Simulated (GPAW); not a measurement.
# AlAu (Pm-3m) in GPAW: convergence with bands over the usual count

Aim: find how far bands over the usual count must go before the results for AlAu settle, at PBEsol. This setting moves, with any that are tied to it; all else stays.

Everything below comes from runs of GPAW 26.7.0. Logs are shortened: lines on timing, memory, paths and dates and some standing lists are left out, and cuts for length are marked. The log counts tension as positive stress, the text compression.

## Step 1: The structure

Symmetry: Pm-3m, No. 221, cubic system. Conventional cell: a = 3.224 Å, b = 3.224 Å, c = 3.224 Å, α = 90.00°, β = 90.00°, γ = 90.00°. Au (site symmetry m-3m) is surrounded by 8 Al at 2.79 Å. Al (site symmetry m-3m) is surrounded by 8 Au at 2.79 Å.

The cell comes from a database or a generator and needn't be the stable form of this composition.

## Step 2: With bands over the usual count 0.72

File run.py:

```python
from ase.dft.bandgap import bandgap
from ase.io import read, write
from ase.units import GPa
from gpaw import GPAW, PW, setup_paths

setup_paths.insert(0, '.')

atoms = read('POSCAR')

calc = GPAW(mode=PW(600),
            xc='PBEsol',
            kpts={'size': (8, 8, 8), 'gamma': True},
            occupations={'name': 'fermi-dirac', 'width': 0.05},
            nbands=12,
            convergence={'density': 1e-05, 'energy': 1e-05},
            maxiter=100,
            txt='gpaw.txt')
atoms.calc = calc
energy = atoms.get_potential_energy()
forces = atoms.get_forces()
stress = atoms.get_stress()
calc.write('gs.gpw')
write('result.traj', atoms)
print(f'Energy: {energy:.6f} eV')
print('Forces (eV/A):')
print(forces.round(4))
print('Stress (GPa):', (stress / GPa).round(3))
print('Fermi level:', round(calc.get_fermi_level(), 4), 'eV')
print(f'Gap: {bandgap(calc)[0]:.4f} eV, direct: {bandgap(calc, direct=True)[0]:.4f} eV')
```

File POSCAR:

```
AlAu
1.0
    3.2239420000      0.0000000000      0.0000000000
    0.0000000000      3.2239420000      0.0000000000
    0.0000000000      0.0000000000      3.2239420000
Au Al
1 1
Direct
    0.5000000000      0.5000000000      0.5000000000
    0.0000000000      0.0000000000      0.0000000000
```

Potentials or basis: PAW data sets generated in the run's folder for this functional, pw.

On the command line:

```
gpaw-setup -f PBEsol Al Au
OMP_NUM_THREADS=1 python run.py
```

gpaw.txt:

```text
__  _  _
 | _ |_)|_||  |
 |__||  | ||/\| - 26.7.0

Input parameters:
  mode=PW(ecut=600.0),
  convergence={'density': 1e-05, 'energy': 1e-05},
  kpts=MonkhorstPack(size=(8, 8, 8), gamma=True),
  maxiter=100,
  nbands=12,
  occupations=Occupations(name='fermi-dirac', width=0.05),
  xc=XC(name='PBEsol')

Diagonalizing LCAO Hamiltonian
Converting LCAO to pw mode
   .-------.
  /|       |
 * |       |
 | |  Au   |
 | .-------.
 |/       /
 Al------*

Atoms  # Å, Bohr magnetons
|   | symbol |        x |        y |        z |    initial magnetic moments |
|---|--------|----------|----------|----------|-----------------------------|
| 0 |     Au | 1.611971 | 1.611971 | 1.611971 | ( 0.0000,  0.0000,  0.0000) |
| 1 |     Al | 0.000000 | 0.000000 | 0.000000 | ( 0.0000,  0.0000,  0.0000) |

Unit cell  # Å
| periodic |        x |        y |        z |  lengths |    angles |
|----------|----------|----------|----------|----------|-----------|
|      yes | 3.223942 | 0.000000 | 0.000000 | 3.223942 | 90.000000 |
|      yes | 0.000000 | 3.223942 | 0.000000 | 3.223942 | 90.000000 |
|      yes | 0.000000 | 0.000000 | 3.223942 | 3.223942 | 90.000000 |

Number of symmetries: 48
Symmetry operations  # r_c * U_cc + t_c -> r_c
|    | kind |            matrix            |
|----|------|------------------------------|
|  0 |  E   |  1, 0, 0,  0, 1, 0,  0, 0, 1 |
|  1 |  σ   |  1, 0, 0,  0, 1, 0,  0, 0,-1 |
|  2 |  σ   |  1, 0, 0,  0, 0, 1,  0, 1, 0 |
|  3 |  C4  |  1, 0, 0,  0, 0, 1,  0,-1, 0 |
|  4 |  C4  |  1, 0, 0,  0, 0,-1,  0, 1, 0 |
|  5 |  σ   |  1, 0, 0,  0, 0,-1,  0,-1, 0 |
|  6 |  σ   |  1, 0, 0,  0,-1, 0,  0, 0, 1 |
|  7 |  C2  |  1, 0, 0,  0,-1, 0,  0, 0,-1 |
|  8 |  σ   |  0, 1, 0,  1, 0, 0,  0, 0, 1 |
|  9 |  C2  |  0, 1, 0,  1, 0, 0,  0, 0,-1 |
| 10 |  C3  |  0, 1, 0,  0, 0, 1,  1, 0, 0 |
| 11 |  S6  |  0, 1, 0,  0, 0, 1, -1, 0, 0 |
| 12 |  S6  |  0, 1, 0,  0, 0,-1,  1, 0, 0 |
| 13 |  C3  |  0, 1, 0,  0, 0,-1, -1, 0, 0 |
| 14 |  C4  |  0, 1, 0, -1, 0, 0,  0, 0, 1 |
| 15 |  S4  |  0, 1, 0, -1, 0, 0,  0, 0,-1 |
| 16 |  C3  |  0, 0, 1,  1, 0, 0,  0, 1, 0 |
| 17 |  S6  |  0, 0, 1,  1, 0, 0,  0,-1, 0 |
| 18 |  σ   |  0, 0, 1,  0, 1, 0,  1, 0, 0 |
| 19 |  C4  |  0, 0, 1,  0, 1, 0, -1, 0, 0 |
| 20 |  C2  |  0, 0, 1,  0,-1, 0,  1, 0, 0 |
| 21 |  S4  |  0, 0, 1,  0,-1, 0, -1, 0, 0 |
| 22 |  S6  |  0, 0, 1, -1, 0, 0,  0, 1, 0 |
| 23 |  C3  |  0, 0, 1, -1, 0, 0,  0,-1, 0 |
| 24 |  S6  |  0, 0,-1,  1, 0, 0,  0, 1, 0 |
| 25 |  C3  |  0, 0,-1,  1, 0, 0,  0,-1, 0 |
| 26 |  C4  |  0, 0,-1,  0, 1, 0,  1, 0, 0 |
| 27 |  σ   |  0, 0,-1,  0, 1, 0, -1, 0, 0 |
| 28 |  S4  |  0, 0,-1,  0,-1, 0,  1, 0, 0 |
| 29 |  C2  |  0, 0,-1,  0,-1, 0, -1, 0, 0 |
| 30 |  C3  |  0, 0,-1, -1, 0, 0,  0, 1, 0 |
| 31 |  S6  |  0, 0,-1, -1, 0, 0,  0,-1, 0 |
| 32 |  C4  |  0,-1, 0,  1, 0, 0,  0, 0, 1 |
| 33 |  S4  |  0,-1, 0,  1, 0, 0,  0, 0,-1 |
| 34 |  S6  |  0,-1, 0,  0, 0, 1,  1, 0, 0 |
| 35 |  C3  |  0,-1, 0,  0, 0, 1, -1, 0, 0 |
| 36 |  C3  |  0,-1, 0,  0, 0,-1,  1, 0, 0 |
| 37 |  S6  |  0,-1, 0,  0, 0,-1, -1, 0, 0 |
| 38 |  σ   |  0,-1, 0, -1, 0, 0,  0, 0, 1 |
| 39 |  C2  |  0,-1, 0, -1, 0, 0,  0, 0,-1 |
| 40 |  σ   | -1, 0, 0,  0, 1, 0,  0, 0, 1 |
| 41 |  C2  | -1, 0, 0,  0, 1, 0,  0, 0,-1 |
| 42 |  C2  | -1, 0, 0,  0, 0, 1,  0, 1, 0 |
| 43 |  S4  | -1, 0, 0,  0, 0, 1,  0,-1, 0 |
| 44 |  S4  | -1, 0, 0,  0, 0,-1,  0, 1, 0 |
| 45 |  C2  | -1, 0, 0,  0, 0,-1,  0,-1, 0 |
| 46 |  C2  | -1, 0, 0,  0,-1, 0,  0, 0, 1 |
| 47 |  i   | -1, 0, 0,  0,-1, 0,  0, 0,-1 |

BZ-sampling:
  Number of BZ points: 512
  Number of IBZ points: 35

  Monkhorst-Pack size: [8, 8, 8]
  Monkhorst-Pack shift: [0.0625, 0.0625, 0.0625]

K-points  # in reciprocal-cell coordinates
|     |                                coordinates |     weight |
|-----|--------------------------------------------|------------|
|   0 | (  0.00000000,   0.00000000,   0.00000000) | 0.00195312 |
|   1 | (  0.12500000,   0.00000000,   0.00000000) | 0.01171875 |
|   2 | (  0.12500000,   0.12500000,   0.00000000) | 0.02343750 |
|   3 | (  0.12500000,   0.12500000,   0.12500000) | 0.01562500 |
|   4 | (  0.25000000,   0.00000000,   0.00000000) | 0.01171875 |
|   5 | (  0.25000000,   0.12500000,   0.00000000) | 0.04687500 |
|   6 | (  0.25000000,   0.12500000,   0.12500000) | 0.04687500 |
|   7 | (  0.25000000,   0.25000000,   0.00000000) | 0.02343750 |
|   8 | (  0.25000000,   0.25000000,   0.12500000) | 0.04687500 |
|   9 | (  0.25000000,   0.25000000,   0.25000000) | 0.01562500 |
| ... |                                            |            |
|  34 | (  0.50000000,   0.50000000,   0.50000000) | 0.00195312 |

Plane wave coefficients: 1141
Cutoff: 600.0 eV

Spin-components: 1 (collinear spins)
Bands:           12
Projectors:      11
Spin-degeneracy: 2
Datatype:        complex128

Parallelization:
  kpt:    1
  domain: 1
  band:   1

Density:
  Valence electrons: 14.0
  Components: 1
  Grid points: [20 20 20]
  Charge: 0.0  # |e|

Potential:
  Grid points: [20 20 20]

species:
  Au:
    name:    Gold
    Z:       79.0
    valence: 11
    core:    68
    charge:  0.0  # [|e|]
    compensation charges:
      type: gauss
      rc: 0.42  # [Å]
      lmax: 2
    cutoffs:
      filter: 2.33  # [Å]
      core: 2.81  # [Å]
    projectors
    | kind |    occ | energy [eV] | rcut [Å] |
    |------|--------|-------------|----------|
    |   6s |  1.000 |      -5.766 |    1.323 |
    |   6p |  0.000 |      -0.708 |    1.323 |
    |   5d | 10.000 |      -6.915 |    1.323 |
    |    s |        |      21.446 |    1.323 |
    |    p |        |      26.504 |    1.323 |
    |    d |        |      20.296 |    1.323 |

    Using partial waves for Au as LCAO basis

  Al:
    name:    Aluminium
    Z:       13.0
    valence: 3
    core:    10
    charge:  0.0  # [|e|]
    compensation charges:
      type: gauss
      rc: 0.34  # [Å]
      lmax: 2
    cutoffs:
      filter: 1.91  # [Å]
      core: 2.36  # [Å]
    projectors
    | kind |    occ | energy [eV] | rcut [Å] |
    |------|--------|-------------|----------|
    |   3s |  2.000 |      -7.715 |    1.085 |
    |   3p |  1.000 |      -2.689 |    1.085 |
    |    s |        |      19.497 |    1.085 |
    |    p |        |      24.522 |    1.085 |
    |    d |        |       0.000 |    1.085 |

    Using partial waves for Al as LCAO basis

Reference energy: -523045.783449  # eV

eigensolver:
  PPCG
  Converge bands: occupied
  niter=2

density mixing:
  MSR1-Mixer
  Pratt-step length: 0.05
  Maximum mixing coefficient: 0.75
  Old densities: 10
  SVD Regularization: 0.005
  Good broyden scale: 1.0
  Trust region scale: 1.0
  Backstep threshold: 4.0
  History deletion threshold: 6.0
  Fourier metric: weight=20.0, sigma=0.015

occupation numbers:
  Fermi-Dirac:
    width: 0.0500  # eV

poisson solver:
  ecut: 4800.0  # eV

xc functional:
  name: PBEsol with 2 nearest neighbor stencil

convergence criteria:
- Maximum integral of absolute [dens]ity change: 1e-05 electrons / valence electron
- Maximum [total energy] change in last 3 cyles: 1e-05 eV / valence electron
- Maximum integral of absolute [eigenst]ate change: 4e-08 eV^2 / valence electron
maximum number of iterations: 100

SCF iterations
|iter     | |      energy | eigst |  dens |
|---------|-|-------------|-------|-------|
|iter:   1| |   -9.501382 | +0.35 |       |
|iter:   2| |   -9.218098 | -1.90 | -0.87 |
|iter:   3| |   -8.499614 | -1.10 | -0.93 |
|iter:   4| |   -8.476326 | -3.01 | -1.55 |
|iter:   5| |   -8.471106 | -3.63 | -1.92 |
|iter:   6| |   -8.470949 | -4.88 | -2.67 |
|iter:   7| |   -8.470952 | -5.88 | -3.36 |
|iter:   8| |   -8.470952c| -7.71c| -4.20 |
|iter:   9| |   -8.470952c| -7.84c| -4.58 |
|iter:  10| |   -8.470952c| -8.73c| -5.62c|

Converged in 10 steps
Energy contributions relative to reference atoms: (reference = -523045.783449)

Energy contributions:
  Kinetic:         -15.916144
  Coulomb:          14.627759
  Zero:              0.190502
  External:          0.000000
  Xc:               -7.369540
  Entropy:          -0.007058
  Spinorbit:         0.000000
  ----------------------------
  Free energy:      -8.474481
  Extrapolated:     -8.470952

dipole moment: (-5.529813, -5.529813, -5.529813)  # |e|*Ang

Fermi level: 9.311
Eigenvalues  # (at kpt = [0.000, 0.000, 0.000])
| band index |      eig [eV] | occ [0-2] |
|------------|---------------|-----------|
|          0 |        -2.027 |     2.000 |
|          1 |         2.696 |     2.000 |
|          2 |         2.696 |     2.000 |
|          3 |         4.590 |     2.000 |
|          4 |         4.590 |     2.000 |
|          5 |         4.590 |     2.000 |
|          6 |        12.179 |     0.000 |
|          7 |        12.179 |     0.000 |
|          8 |        12.179 |     0.000 |
|          9 |        15.956 |     0.000 |
|         10 |        16.684 |     0.000 |
|         11 |        16.684 |     0.000 |

No gap
No difference between direct/indirect transitions

Forces  # eV/Ang
|       x |        y |       z |
|---------|----------|---------|
| 0.00000 | -0.00000 | 0.00000 |  # Au   0
| 0.00000 |  0.00000 | 0.00000 |  # Al   1

Stress tensor  # eV/Ang^3
|         x |         y |        z |
|-----------|-----------|----------|
|  0.028315 | -0.000000 | 0.000000 |
| -0.000000 |  0.028315 | 0.000000 |
|  0.000000 |  0.000000 | 0.028315 |

# Writing to gs.gpw (mode='')
```

Run time: 9.6 s. Hardware: 1 thread of Arm Neoverse V2, shared host; peak memory 0.15 GiB.

Results:

| Quantity | Value |
| --- | --- |
| Free energy | -8.4745 eV |
| Pressure | -4.5 GPa |
| Band gap on the k mesh | none (metal or under the smearing width) |

## Step 3: With bands over the usual count 0.8

run.py: that of step 2 with these lines changed.

```diff
@@ -13,3 +13,3 @@
             occupations={'name': 'fermi-dirac', 'width': 0.05},
-            nbands=12,
+            nbands=13,
             convergence={'density': 1e-05, 'energy': 1e-05},
```

POSCAR is that of step 2.

Potentials or basis: PAW data sets generated in the run's folder for this functional, pw.

On the command line:

```
gpaw-setup -f PBEsol Al Au
OMP_NUM_THREADS=1 python run.py
```

It took 9.7 s on 1 thread of Arm Neoverse V2, shared host; peak memory 0.15 GiB.

It converged, with:

```
Free energy            : -8.4745 eV
Pressure               : -4.5 GPa
Band gap on the k mesh : none (metal or under the smearing width)
```

## Step 4: With bands over the usual count 0.9

run.py: that of step 3 with these lines changed.

```diff
@@ -13,3 +13,3 @@
             occupations={'name': 'fermi-dirac', 'width': 0.05},
-            nbands=13,
+            nbands=15,
             convergence={'density': 1e-05, 'energy': 1e-05},
```

POSCAR is that of step 3.

On the command line:

```
gpaw-setup -f PBEsol Al Au
OMP_NUM_THREADS=1 python run.py
```

Run time: 11 s. Hardware: 1 thread of Arm Neoverse V2, shared host; peak memory 0.15 GiB.

The run converged. Its results:

```yaml
Free_energy: -8.4745 eV
Pressure: -4.5 GPa
Band_gap_on_the_k_mesh: none (metal or under the smearing width)
```

## Step 5: With bands over the usual count 1

run.py: that of step 4 with these lines changed.

```diff
@@ -13,3 +13,3 @@
             occupations={'name': 'fermi-dirac', 'width': 0.05},
-            nbands=15,
+            nbands=17,
             convergence={'density': 1e-05, 'energy': 1e-05},
```

POSCAR is that of step 4.

On the command line:

```
gpaw-setup -f PBEsol Al Au
OMP_NUM_THREADS=1 python run.py
```

It took 11 s on 1 thread of Arm Neoverse V2, shared host; peak memory 0.15 GiB.

It converged, with:

| Quantity | Value |
| --- | --- |
| Free energy | -8.4745 eV |
| Pressure | -4.5 GPa |
| Band gap on the k mesh | none (metal or under the smearing width) |

## Step 6: With bands over the usual count 1.3

run.py: that of step 5 with these lines changed.

```diff
@@ -13,3 +13,3 @@
             occupations={'name': 'fermi-dirac', 'width': 0.05},
-            nbands=17,
+            nbands=22,
             convergence={'density': 1e-05, 'energy': 1e-05},
```

POSCAR is that of step 5.

Potentials or basis: PAW data sets generated in the run's folder for this functional, pw.

On the command line:

```
gpaw-setup -f PBEsol Al Au
OMP_NUM_THREADS=1 python run.py
```

It took 13 s on 1 thread of Arm Neoverse V2, shared host; peak memory 0.15 GiB.

It converged, with:

```yaml
Free_energy: -8.4745 eV
Pressure: -4.5 GPa
Band_gap_on_the_k_mesh: none (metal or under the smearing width)
```

## Step 7: With bands over the usual count 1.7

run.py: that of step 6 with these lines changed.

```diff
@@ -13,3 +13,3 @@
             occupations={'name': 'fermi-dirac', 'width': 0.05},
-            nbands=22,
+            nbands=28,
             convergence={'density': 1e-05, 'energy': 1e-05},
```

POSCAR is that of step 6.

On the command line:

```
gpaw-setup -f PBEsol Al Au
OMP_NUM_THREADS=1 python run.py
```

It took 16 s on 1 thread of Arm Neoverse V2, shared host; peak memory 0.16 GiB.

The run converged. Its results:

* Free energy: -8.4745 eV
* Pressure: -4.5 GPa
* Band gap on the k mesh: none (metal or under the smearing width)

## Step 8: With bands over the usual count 2.5

run.py: that of step 7 with these lines changed.

```diff
@@ -13,3 +13,3 @@
             occupations={'name': 'fermi-dirac', 'width': 0.05},
-            nbands=28,
+            nbands=41,
             convergence={'density': 1e-05, 'energy': 1e-05},
```

POSCAR is that of step 7.

On the command line:

```
gpaw-setup -f PBEsol Al Au
OMP_NUM_THREADS=1 python run.py
```

Wall time 23 s (1 thread of Arm Neoverse V2, shared host); peak memory 0.16 GiB.

Results (log left out):

* Free energy: -8.4745 eV
* Pressure: -4.5 GPa
* Band gap on the k mesh: none (metal or under the smearing width)

## Step 9: Summary

```
bands over the usual count  energy less the tightest run, at zero smearing (meV/atom)  SCF cycles  CPU time (s)  peak memory (GiB)
                      0.72                                                       0.00          10           9.6               0.15
                       0.8                                                       0.00          10           9.7               0.15
                       0.9                                                       0.00          10            11               0.15
                         1                                                       0.00          10            11               0.15
                       1.3                                                       0.00          10            13               0.15
                       1.7                                                       0.00          10            16               0.16
                       2.5                                                       0.00          10            23               0.16
```

Against the tightest run, the energy stays within 1 meV/atom from 0.72 on. The tightest run that finished is the yardstick and may itself not be fully converged.

Caveats: with this Au data set, volumes or pressures lay over 1.5 % or 2 GPa off other programs in two to four cells of ten.
